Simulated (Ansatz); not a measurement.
**Structure search for Si₇N**

Theory: Ansatz, DFT PBE, scalar-relativistic, plane waves, PAW. Settings: cutoff 420 eV, Γ-centred meshes spaced at most about 0.3 Å⁻¹, and about 0.25 Å⁻¹ or finer for metals (2π included), Gaussian smearing. No spin polarisation.

The zero of energy is the elements' standard structures at the same level (N₂ as a molecule); no fitted shifts are applied.

These are static total energies at zero pressure. Only the structures computed here compete, so a lower one can exist.

Invented guesses were relaxed alike, and ends that match in structure were merged. ΔE counts from the first row. Coordination counts Si atoms around N (those within 1.25 times the shortest such distance or 1.15 times the sum of covalent radii). The ends were matched against large subsets of the Crystallography Open Database and the Materials Project, so a missing match doesn't prove that a structure is unreported.

```json
{"#": "1", "reached from": "a cell proposed by chemical analogy", "type and space group": "R-3m (No. 166)", "atoms": "16", "Å³/atom": "18.2", "coordination": "N 3", "ΔE (meV/atom)": "0", "gap on mesh (eV)": "0.00", "in databases": "no match"}
{"#": "2", "reached from": "a cell proposed by chemical analogy", "type and space group": "P6_3mc (No. 186)", "atoms": "16", "Å³/atom": "17.3", "coordination": "N 4", "ΔE (meV/atom)": "46", "gap on mesh (eV)": "0.00", "in databases": "no match"}
{"#": "3", "reached from": "Si7Ge type (P-43m)", "type and space group": "P-43m (No. 215)", "atoms": "8", "Å³/atom": "17.5", "coordination": "N 4", "ΔE (meV/atom)": "121", "gap on mesh (eV)": "0.00", "in databases": "no match"}
```

The lowest: Space group R-3m (No. 166), trigonal, a = 7.197 Å, c = 19.440 Å. Around Si on a site of symmetry 3m lie 4 Si at 2.28–2.36 Å; Si on a site of symmetry m has 4 Si at 2.28–2.38 Å; Si on a second site of symmetry m has 1 N at 1.84 Å and 3 Si at 2.36–2.38 Å; around N lie 3 Si at 1.84 Å. Its energy over the elements is +0.03 eV/atom. The separate elements lie lower, so it is unstable against them. An observed structure of this formula, if there is one, may be missing.

```xyz
16
Lattice="3.5983 2.0775 6.4801 -3.5983 2.0775 6.4801 0.0000 -4.1550 6.4801" Properties=species:S:1:pos:R:3 pbc="T T T"
Si    0.0000    0.0000    8.5424
Si    0.0000    0.0000   10.8980
Si   -1.8241    1.0532   11.7811
Si    1.8241   -1.0532    7.6593
Si    0.0000    2.1063    7.6593
Si    0.0000   -2.1063   11.7811
Si    0.0000    2.3305   15.0468
Si   -2.0183   -1.1652   15.0468
Si    2.0183   -1.1652   15.0468
Si    2.0183    1.1652    4.3935
Si    0.0000   -2.3305    4.3935
Si   -2.0183    1.1652    4.3935
Si    1.8241    1.0532   11.7811
Si   -1.8241   -1.0532    7.6593
N     0.0000    0.0000    1.8446
N     0.0000    0.0000   17.5957
```

The second: Space group P6_3mc (No. 186), hexagonal, a = 7.334 Å, c = 5.928 Å. Si on a site of symmetry 3m is surrounded by 1 N at 1.90 Å and 3 Si at 2.31 Å; Si on a site of symmetry m is surrounded by 4 Si at 2.31–2.36 Å; around Si on a second site of symmetry m lie 1 N at 1.96 Å and 3 Si at 2.36 Å; around N lie 4 Si at 1.90–1.96 Å. Counting Si atoms around N, the first has N 3 and the second has N 4. The first and the second both hold Si–Si bonds in all directions. Cells relaxed within their symmetry can be saddle points. Some structure types and database cells were kept out of the candidates from the start, so a known form may be missing.
